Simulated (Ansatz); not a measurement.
## WC: symmetry broken, then relaxed

These are results of DFT PBEsol, scalar-relativistic, plane waves, PAW in Ansatz, not measurements. Settings: plane waves to 420 eV, k-mesh 12×12×12 (Γ-centred), Gaussian smearing 0.15 eV. Spin–orbit coupling is left out, which can shift energies with elements as heavy as these. No spin polarisation. Energies are free energies at this smearing, counted from the undisturbed cell; pressure is positive in compression.

The starting cell (relaxed at this level):

```
W C
1.0
     2.89841    0.00000    0.00000
    -1.44921    2.51010    0.00000
     0.00000    0.00000    2.82761
W C
1 1
Direct
  0.00000 0.00000 0.00000
  0.66667 0.33333 0.50000
```

The atoms are displaced (Å, in the unstrained cell):

```
atom ux uy uz
  W1   0.077   0.218   0.191
  C2  -0.077  -0.218  -0.191
```

Cell and atoms are then relaxed.

Problem. Does the relaxation return to the undisturbed structure?

Solution. Yes (up to a choice of domain or origin): same space group and volume, and an energy 0.0 meV/atom from it. The disturbance itself cost 1535.2 meV/atom. The final space group reads P-6m2 (tolerance 0.05 Å) and the volume changes by 0.02 %.

Final structure:

```
W C
1.0
     2.89873    0.00000    0.00000
    -1.44937    2.51037    0.00000
     0.00000    0.00000    2.82759
W C
1 1
Direct
  0.00000 0.00000 0.00000
  0.66667 0.33333 0.50000
```

The relaxation, step by step (energy from the first step; small jumps at an unchanged geometry come where the plane waves are selected anew for the new cell):

```csv
step,ΔE (meV/atom),largest force component (eV/Å),pressure (GPa)
1,0.0,8.876,66.65
2,-1000.0,3.798,-5.54
3,-1401.5,1.429,-3.29
4,-1533.5,0.072,3.19
5,-1535.2,0.001,0.12
6,-1535.2,0.000,0.01
7,-1535.2,0.000,0.01
```

Cost: 3 runs of about 2.2 core-minutes in all, on Intel Xeon Platinum 8488C (Sapphire Rapids) (shared hosts).